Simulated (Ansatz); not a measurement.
# Sn: the cost of one run

Program: Ansatz 0.2.0. Level of theory: DFT PBEsol, scalar-relativistic, plane waves, PAW. These are calculated values, not measurements.

1 further run of the same task is left out (set aside as unsound or not needed).

### 1 The structure to begin with

It takes space group I4/mmm (No. 139, tetragonal). The conventional cell has a = 3.504 Å, b = 3.504 Å, c = 4.301 Å, α = 90.00°, β = 90.00°, γ = 90.00°. Around Sn (site symmetry 4/mmm) lie 12 Sn at 3.28 to 3.50 Å.

As a file:

```cif
data_structure
_symmetry_space_group_name_H-M 'P 1'
_symmetry_Int_Tables_number 1
_cell_length_a 3.2808
_cell_length_b 3.2808
_cell_length_c 3.2808
_cell_angle_alpha 115.446
_cell_angle_beta 115.438
_cell_angle_gamma 98.094
_cell_volume 26.40
loop_
_atom_site_label
_atom_site_type_symbol
_atom_site_fract_x
_atom_site_fract_y
_atom_site_fract_z
_atom_site_occupancy
Sn1 Sn 0.00000 0.00000 0.00000 1
```

It goes back to an entry of the Materials Project, which need not be the stable form.

This cell was relaxed beforehand with the same method: volume 26.40 Å³/atom, gap on the mesh none (metal).

### 2 Static run: bands, density of states and charges

input.yaml reads:

```yaml
crystal:
  lattice:
    - [-1.7519687893, 1.7521611248, 2.1503530699]
    - [1.7519687893, -1.7521611248, 2.1503530699]
    - [1.7519687893, 1.7521611248, -2.1503530699]
  atoms:
    - { symbol: Sn, position: [0.0, 0.0, 0.0] }
basis:
  ecutwfc: 420
kpoints:
  mp_grid: { grid: [16, 16, 16] }
  band_path:
    path:
      - [[0.0, 0.0, 0.0], [2.744e-05, -2.744e-05, 0.5], [0.25002744, 0.24997256, 0.25], [1.372e-05, 0.49998628, -1.372e-05], [0.0, 0.0, 0.0], [0.5, 0.5, -0.5], [0.41597128, 0.58402872, -0.41597128]]
      - [[-0.41594383, 0.41594383, 0.41594383], [0.0, 0.0, 0.0]]
      - [[2.744e-05, -2.744e-05, 0.5], [-0.33190589, 0.33190589, 0.49998178]]
      - [[0.50000922, 0.49999078, -0.33193333], [0.5, 0.5, -0.5]]
    npoints: 14
hamiltonian:
  xc: pbesol
scf:
  occupations: { method: gaussian, width: 0.1 }
  n_extra_bands: 6
output:
  forces: true
  stress: true
  eigenvalues: true
  populations: true
  dos: { projected: true, de: 0.02, nscf_kmesh: { grid: [24, 24, 24] } }
  bader: true
  write_density: true
  write_potential: true
  elf: true
  volumetric_format: npy
```

Launch:

```console
> ansatz run input.yaml --threads 1 --pin off --max-ram 2560MiB --backend cpu --events-out ev --progress --plain --runs-dir out
```

**Question.** How long does this run take on 1 thread of Intel Xeon at 2.50GHz (Skylake/Cascade Lake), shared host, and how much memory does it need?

About 99 s, with a peak of 0.67 GiB.
